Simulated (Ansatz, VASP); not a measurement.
**Two plane-wave programs on H18C10O11**

```
C O H
1.0
     8.96903    0.00000    0.00000
     0.00000    8.96903    0.00000
     0.00000    0.00000    8.96903
C O H
10 11 18
Cartesian
  8.0045 1.2539 6.5188
  7.2157 0.9139 5.2891
  1.5817 1.7379 2.0108
  0.1444 2.1481 2.1201
  5.0737 3.8921 8.7562
  3.9700 4.5285 7.9661
  4.3654 8.4995 1.5185
  7.0172 6.4834 9.1605
  5.1640 2.6479 3.3317
  4.9795 8.0357 6.8247
  6.9717 -0.4839 5.2634
  -0.6716 0.9955 2.1270
  2.8099 4.5135 8.7671
  5.0884 9.1428 2.1719
  3.6347 7.8645 0.8766
  6.4674 6.8347 10.1242
  7.5689 6.1172 8.2063
  4.2184 2.5055 3.9892
  6.1126 2.8144 2.6754
  5.5865 8.3549 7.7672
  4.3056 7.7194 5.9350
  6.8333 -0.7547 4.3406
  6.2438 1.4607 5.3040
  7.7635 1.2104 4.3720
  8.1307 2.3462 6.6021
  7.4903 0.8935 7.4256
  9.0029 0.7897 6.4832
  -1.6010 1.2907 2.0921
  -0.0109 2.7410 3.0474
  -0.1213 2.8069 1.2694
  2.2212 2.6300 1.9122
  1.9004 1.1695 2.8998
  1.7281 1.1079 1.1182
  2.0960 4.9814 8.2992
  4.2456 5.5718 7.6879
  3.8090 3.9737 7.0158
  6.0061 3.8440 8.1709
  5.2612 4.4623 9.6839
  4.7962 2.8631 9.0461
```

Alike in both runs: functional LDA; k mesh 1 × 1 × 1; occupations fermi-dirac, width 0.02 eV; no spin polarisation.

Ansatz relaxed the structure, and its values are those at the end. VASP's run is a single point on that final structure, the one shown.

```csv
,VASP,Ansatz
version,VASP 6.6.1,Ansatz 0.2.0
potentials or method,"VASP PAW LDA potentials, release 64 (C, O, H)","scalar-relativistic, plane waves, PAW"
plane-wave cutoff (eV),520,420
valence electrons in the cell,124,124
```

```csv
,VASP,Ansatz,Ansatz less VASP
rms of the force components (eV/Å),0.165,0.070,-0.0944
```

One of these differences is far larger than is usual between the two programs; its cause wasn't traced.

Caveats: the standard files for N, O and F lose accuracy on very short bonds.
